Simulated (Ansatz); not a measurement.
# Ce: equation of state with LDA

Ce:

```
CELL_PARAMETERS angstrom
-1.94330 1.94330 1.94330
1.94330 -1.94330 1.94330
1.94330 1.94330 -1.94330
ATOMIC_POSITIONS crystal
Ce 0.00000 0.00000 0.00000
```

This isn't the form of Ce at room conditions, which is fcc.

```yaml
Program: Ansatz 0.2.0
Task: equation of state
Functional: LDA
Potentials_or_basis: Ansatz PAW
Cutoff: 420 eV
Density_cutoff: 1680 eV
k_mesh: 10 × 10 × 10
Occupations: fermi-dirac, width 0.05 eV
Spin: collinear spin, ferromagnetic start
Starting_moments: "[1.0] μB"
```

* Equilibrium volume: outside the volumes run

Energy against volume, from the lowest point:
```tsv
volume (Å³/atom)	energy (meV/atom)
27.593	0.00
28.181	22.50
28.768	46.47
29.355	71.19
29.942	95.61
30.529	119.65
31.116	143.59
```

All runs of the series together: 27 s on 2 threads of Arm Neoverse V1 (shared host).

 The state reached can hang on the start; a lower one may exist.
